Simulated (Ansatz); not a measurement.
## WS2: what symmetry allows forces and stress to be

```yaml
crystal:
  lattice:
    - [1.68790, 0.97451, 6.03372]
    - [-1.68790, 0.97451, 6.03372]
    - [0.00000, -1.94902, 6.03372]
  atoms:
    - { symbol: W, position: [0.00075, 0.00075, 0.00075] }
    - { symbol: S, position: [0.74805, 0.74805, 0.74805] }
    - { symbol: S, position: [0.58250, 0.58250, 0.58250] }
```

The calculation used DFT PBEsol, scalar-relativistic, plane waves, PAW in Ansatz.

Plane waves to 420 eV, a k mesh through Γ of 12×12×12 on the computed 3-atom cell and Gaussian smearing (0.02 eV); no spin polarisation.

This distorted cell has space group R3m, with 6 operations.

Q: Without a calculation: in which directions can each atom feel a force?

A: A force must be left unchanged by every operation that keeps its atom in place, so it lies in the space that those operations leave fixed. Atoms that the group maps onto each other feel forces of one size.
| atom | site symmetry | operations at the site | equivalent to atom | allowed force (Cartesian) |
| --- | --- | --- | --- | --- |
| W1 | 3m | 6 | 1 | along (0.00, 0.00, 1.00) |
| S2 | 3m | 6 | 2 | along (0.00, 0.00, 1.00) |
| S3 | 3m | 6 | 3 | along (0.00, 0.00, 1.00) |

That leaves 3 independent force components of 9, tied by 1 condition that the forces sum to zero, so 2 remain. A relaxation in this cell that keeps the symmetry moves the atoms in these directions alone.

Q: And the stress tensor?

A: It must be invariant under the point group, which leaves 2 independent components: yz, xz, xy vanish; xx = yy.

Q: Do the computed values obey this?

A: Yes. Forces (eV/Å):
```
W1   0.000  0.000 -1.027
S2   0.000  0.000  0.391
S3   0.000  0.000  0.636
```

Stress (GPa, compression positive, xx yy zz yz xz xy): -16.97 -16.97 -0.98 0.00 0.00 0.00. The program imposes the same operations on density, forces and stress, so this confirms the analysis and is no independent test of the calculation.

Spin–orbit coupling is left out, which can shift energies with elements as heavy as these. The cell holds layers, and where no dispersion correction was added their binding is poorly described. The smearing is narrow for a metal on this mesh.

This form isn't the usual stable structure of the compound. The bands only touch here, so at this level the crystal is a zero-gap semiconductor or semimetal, not an ordinary metal; spin–orbit coupling, left out, can open or move such a gap.